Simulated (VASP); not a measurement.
# Co: intraband terms of a metal's spectrum

Co, P6_3/mmc (no. 194), 2 atoms in the cell. PBE, independent-particle dielectric function; PAW potentials Co (PBE set).

## Input

INCAR.step1:
```
SYSTEM = Co
EDIFF = 1E-7
ENCUT = 320
ISMEAR = 1
ISPIN = 2
KPAR = 4
LASPH = .True.
LCHARG = .True.
LMAXMIX = 4
LWAVE = .False.
MAGMOM = 2 2
PREC = Accurate
SIGMA = 0.1
```

INCAR.step2:
```
SYSTEM = Co
CSHIFT = 0.1
EDIFF = 1E-6
ENCUT = 320
ICHARG = 11
ISMEAR = 0
ISPIN = 2
KPAR = 4
LASPH = .True.
LCHARG = .False.
LMAXMIX = 4
LWAVE = .True.
MAGMOM = 2 2
NBANDS = 27
NEDOS = 3000
OMEGAMAX = 30
PREC = Accurate
SIGMA = 0.3
```

INCAR.step3, as INCAR.step2 but for:
```
- LWAVE = .True.
+ ALGO = None
+ ISTART = 1
+ LOPTICS = .True.
+ LWAVE = .False.
+ NELM = 1
```

INCAR.step4, as INCAR.step3 but for:
```
+ WPLASMAI = 0.03
```

INCAR.step5 to INCAR.step6 change the same tag again: WPLASMAI = 0.1, 0.3.

INCAR.step7, as INCAR.step6 but for:
```
- WPLASMAI = 0.3
+ RTIME = 20
```

INCAR.step8, as INCAR.step7 but for:
```
- RTIME = 20
+ RTIME = 1
```

INCAR.step9, as INCAR.step8 but for:
```
- RTIME = 1
+ LNABLA = .True.
```

INCAR.step10, as INCAR.step9 but for:
```
- ISMEAR = 0
- LNABLA = .True.
+ ISMEAR = -5
```

KPOINTS.step1:
```
k-points
0
Gamma
  12 12 7
```

KPOINTS.step2:
```
k-points
0
Gamma
  10 10 6
```

POSCAR:
```
Co
1.0
    2.4719999032      0.0000000000      0.0000000000
   -1.2359999516      2.1408147143      0.0000000000
    0.0000000000      0.0000000000      4.0211440800
Co
2
Direct
    0.6666666667      0.3333333333      0.7500000000
    0.3333333333      0.6666666667      0.2500000000
```

Commands (each step's output is kept before the next begins):
```
cat potpaw_PBE.64/Co/POTCAR > POTCAR
cp INCAR.step1 INCAR
cp KPOINTS.step1 KPOINTS
mpirun -np 4 vasp_std > vasp.out
cp INCAR.step2 INCAR
cp KPOINTS.step2 KPOINTS
mpirun -np 4 vasp_std > vasp.out
cp INCAR.step3 INCAR
mpirun -np 4 vasp_std > vasp.out
cp INCAR.step4 INCAR
mpirun -np 4 vasp_std > vasp.out
cp INCAR.step5 INCAR
mpirun -np 4 vasp_std > vasp.out
cp INCAR.step6 INCAR
mpirun -np 4 vasp_std > vasp.out
cp INCAR.step7 INCAR
mpirun -np 4 vasp_std > vasp.out
cp INCAR.step8 INCAR
mpirun -np 4 vasp_std > vasp.out
cp INCAR.step9 INCAR
mpirun -np 4 vasp_std > vasp.out
cp INCAR.step10 INCAR
mpirun -np 4 vasp_std > vasp.out
```

## Result

- Bands: 27

One ground state, settings moved in the last step alone:

| Settings | Plasma frequency (eV) | Im ε at 0.5 eV | Im ε at 1 eV | Im ε at 2 eV | Im ε at 4 eV | Time (s) |
|---|---|---|---|---|---|---|
| interband part alone | 5.76 | 32.2 | 39.5 | 34.5 | 7.8 | 14 |
| Drude term, WPLASMAI 0.03 | 5.76 | 40.1 | 40.5 | 34.6 | 7.8 | 11 |
| Drude term, WPLASMAI 0.1 | 5.76 | 57.6 | 42.8 | 34.9 | 7.8 | 12 |
| Drude term, WPLASMAI 0.3 | 5.76 | 90.6 | 48.7 | 35.7 | 7.9 | 12 |
| relaxation time RTIME 20 fs | 5.76 | 40.9 | 40.6 | 34.6 | 7.8 | 12 |
| relaxation time RTIME 1 fs | 5.76 | 96.0 | 54.7 | 36.9 | 8.1 | 12 |
| transversal form (LNABLA) | 4.71 | 9.8 | 12.8 | 11.6 | 5.0 | 11 |
| tetrahedron method | – | – | – | – | – | no result |

VASP 6.6.1 took 122 s on 4 cores (AMD EPYC 7571), a shared host.
